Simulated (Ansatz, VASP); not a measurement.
## One calculation of AgCl, two programs

Contents of INCAR:

```
SYSTEM = AgCl
ALGO = Normal
EDIFF = 1E-6
ENCUT = 520
GGA = PS
ISIF = 2
ISMEAR = 0
LASPH = .True.
LCHARG = .False.
LREAL = .False.
LWAVE = .False.
NBANDS = 16
NELM = 60
PREC = Accurate
SIGMA = 0.05
```

Contents of KPOINTS:

```
k-points
0
Gamma
  8 8 8
  0 0 0
```

POSCAR

```
AgCl
1.0
    0.0623958750      2.7731500000      2.7731500000
    2.8355458750      0.0000000000      2.8355458750
    2.7731500000      2.7731500000      0.0623958750
Ag Cl
1 1
Direct
    0.5000000000      0.5000000000      0.5000000000
    0.0000000000      0.0000000000      0.0000000000
```

Input for Ansatz:

```yaml
crystal:
  lattice:
    - [0.062395875, 2.77315, 2.77315]
    - [2.835545875, 0.0, 2.835545875]
    - [2.77315, 2.77315, 0.062395875]
  atoms:
    - { symbol: Ag, position: [0.5, 0.5, 0.5] }
    - { symbol: Cl, position: [0.0, 0.0, 0.0] }
basis:
  ecutwfc: 420
kpoints:
  mp_grid: { grid: [8, 8, 8] }
hamiltonian:
  xc: pbesol
scf:
  occupations: { method: gaussian, width: 0.05 }
output:
  forces: true
  stress: true
  eigenvalues: true
```

Change from the starting cell: strain +0.0450 x Voigt [0, 0, 0, 0, 1, 0], atoms carried along.

Alike in both runs: task single point; functional PBEsol; k mesh 8 × 8 × 8; occupations gaussian, width 0.05 eV; no spin polarisation.

|  | VASP | Ansatz |
| --- | --- | --- |
| version | VASP 6.6.1 | Ansatz 0.2.0 |
| potentials or method | VASP PAW PBE potentials, release 64 (Ag, Cl) | scalar-relativistic, plane waves, PAW |
| plane-wave cutoff (eV) | 520 | 420 |
| valence electrons in the cell | 18 | 26 |

```tsv
	VASP	Ansatz	Ansatz less VASP
gap on the k mesh at the Fermi level (eV)	0.69	0.69	+0.002
least direct gap on the mesh (eV)	2.95	2.95	-0.002
pressure (GPa)	-2.8	-2.7	+0.10
largest component of the traceless stress (GPa)	0.30	0.30	-0.001
```

With one functional, cell and mesh, what is left measures potentials, basis and numerics. The two sets of potentials don't hold the same shells in valence.

Caveats: the PAW data sets were made with another functional, which shifts forces and pressure a little (VASP). A k mesh can miss the band edges.
